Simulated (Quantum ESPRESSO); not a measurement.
# CO2 under changes of volume

One of the cells (7.836 Å³/atom); the others are scaled copies at fixed shape and fractional positions:

```xyz
6
Lattice="-1.9747 1.9747 3.0141 1.9747 -1.9747 3.0141 1.9747 1.9747 -3.0141" Properties=species:S:1:pos:R:3 pbc="T T T"
O     1.3223    0.9874    3.7676
O     0.6525    0.9874    0.7535
O     2.9621    0.6525   -0.7535
O    -0.9874    1.3223    2.2605
C     0.0000    0.0000    0.0000
C     0.0000    1.9747    1.5070
```

The cell comes from a database or a generator and needn't be the stable form of this composition.

- Program: Quantum ESPRESSO 7.5
- Functional: LDA
- Potentials or basis: GBRV 1.5 LDA
- Cutoff: 612 eV
- Density cutoff: 4898 eV
- k mesh: 9 × 9 × 9
- Occupations: fermi-dirac, width 0.05 eV
- Spin: no spin polarisation

```csv
volume (Å³/atom),energy over the lowest point (meV/atom),pressure (GPa),gap on the mesh (eV),largest force (eV/Å)
7.366,2.10,4.9,7.70,0.519
7.522,0.00,-1.5,7.63,0.184
7.679,3.84,-7.2,7.55,0.126
7.836,12.97,-12.3,7.47,0.411
7.992,?,?,?,?
8.149,45.06,-21.0,7.29,0.917
8.306,67.06,-24.7,7.21,1.141
```

Question: What does the run at 7.992 Å³/atom give?

Answer: Energy over the lowest point 26.89 meV/atom; pressure -16.9 GPa; gap on the mesh 7.38 eV; largest force 0.674 eV/Å.

Worked out: A Birch-Murnaghan fit of order 3 (a polynomial in V^(-2/3)) to the other rows has its minimum at 7.50 Å³/atom with B0 = V·E''(V) = 296 GPa and B' = 4.3 at fixed shape and positions, which overstates the stiffness. It gives 26.84 meV/atom at 7.992 Å³/atom, against the run's 26.89, and -dE/dV = -16.5 GPa, against -16.9. A parabola through the other rows of the gap, of slope -4.39 eV per unit of ln V there, gives 7.38 eV, against the run's 7.38.

Energies are extrapolated to zero smearing.

Caveats: an odd mesh through Γ misses points on the zone boundary, where band edges often lie; forces of over 1 eV/Å show positions far from the minimum, so gaps and moduli don't describe the material at rest (some runs).
